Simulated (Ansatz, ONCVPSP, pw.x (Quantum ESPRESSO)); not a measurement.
## What a changed setting does to a pw.x run (fcc P)

Potential: optimised norm-conserving Vanderbilt (ONCV), ONCVPSP 4.0.1, PBE; core [Ne], reference 3s2 3p3; waves: 3s: rc 1.40 bohr, ncon 4, nbas 9, qcut 4.9 1/bohr, 2 projectors, debl 3.7 Ha; 3p: rc 1.70 bohr, ncon 4, nbas 9, qcut 5.8 1/bohr, 2 projectors, debl 1.1 Ha; d scattering state at 0.18 Ha: rc 1.50 bohr, ncon 5, nbas 8, qcut 7.5 1/bohr, 2 projectors, debl 1.1 Ha; local part: polynomial inside 1.00 bohr (lpopt 5, dvloc0 6 Ha); core correction: Teter function, fcfact 4.5, rcfact 1.6.

The reference run (k-mesh 14³, cutoffs 50/200 Ry, Fermi–Dirac 0.01 Ry, mixing_beta 0.4, conv_thr 1e-9, no spin) gives -1.62 GPa at 14.767 Å³/atom, where all-electron LAPW gives -1.13 GPa. This run, with its own iteration cap, changes k-mesh points per axis to 3.

```
&control
  calculation='scf', prefix='x', pseudo_dir='./', outdir='./tmp', tstress=.true., disk_io='none'
/
&system
  ibrav=0, nat=1, ntyp=1, ecutwfc=50, ecutrho=200, nbnd=9,
  occupations='smearing', smearing='fd', degauss=0.01
/
&electrons
  conv_thr=1e-09, mixing_beta=0.4, electron_maxstep=70
/
ATOMIC_SPECIES
P 1.0 P.UPF
CELL_PARAMETERS angstrom
  0.00000000 1.94724573 1.94724573
  1.94724573 0.00000000 1.94724573
  1.94724573 1.94724573 0.00000000
ATOMIC_POSITIONS crystal
P 0.0000 0.0000 0.0000
K_POINTS automatic
3 3 3 0 0 0
```

```bash
pw.x < P.scf.in > P.scf.out
```

**Question.** How does the run end?

**Answer.** It converges in 5 iterations; the free energy moves by -765.9 meV/atom and the pressure by +2.20 GPa.

```
Message from routine setup:
     using ibrav=0 with symmetry is DISCOURAGED, use correct ibrav instead
     lattice parameter (alat)  =       5.2040  a.u.
     unit-cell volume          =      99.6527 (a.u.)^3
     number of electrons       =         5.00
     number of Kohn-Sham states=            9
     kinetic-energy cutoff     =      50.0000  Ry
     charge density cutoff     =     200.0000  Ry
     scf convergence threshold =      1.0E-09
     Exchange-correlation= PBE
     number of k points=     4  Fermi-Dirac smearing, width (Ry)=  0.0100
     iteration #  1     ecut=    50.00 Ry     beta= 0.40
     total energy              =     -14.90553742 Ry
     estimated scf accuracy    <       0.00126189 Ry
     iteration #  2     ecut=    50.00 Ry     beta= 0.40
     total energy              =     -14.90545094 Ry
     estimated scf accuracy    <       0.00035901 Ry
     iteration #  3     ecut=    50.00 Ry     beta= 0.40
     total energy              =     -14.90548143 Ry
     estimated scf accuracy    <       0.00000423 Ry
     iteration #  4     ecut=    50.00 Ry     beta= 0.40
     total energy              =     -14.90548232 Ry
     estimated scf accuracy    <       0.00000003 Ry
     iteration #  5     ecut=    50.00 Ry     beta= 0.40
     the Fermi energy is    12.3059 ev
!    total energy              =     -14.90548234 Ry
     estimated scf accuracy    <          8.2E-10 Ry
     smearing contrib. (-TS)   =      -0.00459837 Ry
     The total energy is F=E-TS. E is the sum of the following terms:
     one-electron contribution =       5.81670184 Ry
     hartree contribution      =       0.23704576 Ry
     xc contribution           =      -5.38004012 Ry
     ewald contribution        =     -15.57459144 Ry
     convergence has been achieved in   5 iterations
          total   stress  (Ry/bohr**3)                   (kbar)     P=        5.82
     Message from routine punch:
     Nothing written, as per user request (disk_io='none')
```

The run took about 1 s on one core of a shared server CPU.
